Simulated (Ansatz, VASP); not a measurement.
## TePb: VASP beside Ansatz

Contents of POSCAR:

```
TePb
1.0
    0.0000000000      3.5846867617      3.5846867617
    3.5846867617      0.0000000000      3.5846867617
    3.5846867617      3.5846867617      0.0000000000
Pb Te
1 1
Direct
    0.0000000000      0.0000000000      0.0000000000
    0.2500000000      0.2500000000      0.2500000000
```

File INCAR.step1:

```
SYSTEM = TePb
PREC = Accurate ; ENCUT = 520
EDIFF = 1E-5 ; ISMEAR = 0
SIGMA = 0.01 ; LREAL = .FALSE.
LASPH = .TRUE. ; NELM = 100
ALGO = Normal ; ISIF = 2
LWAVE = .TRUE. ; LCHARG = .FALSE.
NBANDS = 17 ; GGA = PE
```

Contents of INCAR.step2:

```
SYSTEM = TePb
PREC = Accurate ; ENCUT = 520
EDIFF = 1E-7 ; ISMEAR = 0
SIGMA = 0.01 ; LREAL = .FALSE.
LASPH = .TRUE. ; NELM = 100
ALGO = Normal ; ISIF = 2
LWAVE = .FALSE. ; LCHARG = .FALSE.
GGA = PE ; LHFCALC = .TRUE.
HFSCREEN = 0.2079 ; PRECFOCK = Normal
NBANDS = 17 ; ISTART = 1
```

Contents of KPOINTS:

```
Automatic mesh
0
G
  4 4 4
  0 0 0
```

Input for Ansatz:

```yaml
crystal:
  lattice:
    - [0.0, 3.5846867617, 3.5846867617]
    - [3.5846867617, 0.0, 3.5846867617]
    - [3.5846867617, 3.5846867617, 0.0]
  atoms:
    - { symbol: Pb, position: [0.0, 0.0, 0.0] }
    - { symbol: Te, position: [0.25, 0.25, 0.25] }
kpoints:
  mp_grid: { grid: [4, 4, 4] }
  band_path:
    path:
      - [0.0, 0.0, 0.0]
      - [-0.5, -0.5, 0.0]
      - [-0.375, -0.375, 0.25]
      - [-0.375, 0.0, 0.375]
      - [0.0, 0.0, 0.5]
      - [-0.5, -0.25, 0.25]
    npoints: 1
hamiltonian:
  xc: hse06
scf:
  occupations: { method: fixed }
  n_extra_bands: 4
output:
  forces: true
  stress: true
  eigenvalues: true
```

Change from the starting cell: hydrostatic strain -1.6%.

Alike in both runs: task single point; functional HSE06; k mesh 4 × 4 × 4; no spin polarisation.

|  | VASP | Ansatz |
| --- | --- | --- |
| version | VASP 6.6.1 | Ansatz 0.2.0 |
| potentials or method | VASP PAW PBE potentials, release 64 (Pb_d, Te) | plane waves, PAW |
| plane-wave cutoff (eV) | 520 | 420 |
| occupations | gaussian, width 0.01 eV | fixed |
| valence electrons in the cell | 20 | 30 |

|  | VASP | Ansatz | Ansatz less VASP |
| --- | --- | --- | --- |
| gap on the k mesh at the Fermi level (eV) | 0.83 | 0.84 | +0.013 |
| pressure (GPa) | 1.2 | 1.4 | +0.14 |

The two sets of potentials don't hold the same shells in valence. Ansatz warned: «stress_exchange_threshold_loose».

Caveats: the PAW data sets were made with another functional, which shifts forces and pressure a little (VASP); spin-orbit coupling is left out, which as a rule narrows the gap of such compounds by several tenths of an eV. A k mesh can miss the band edges.
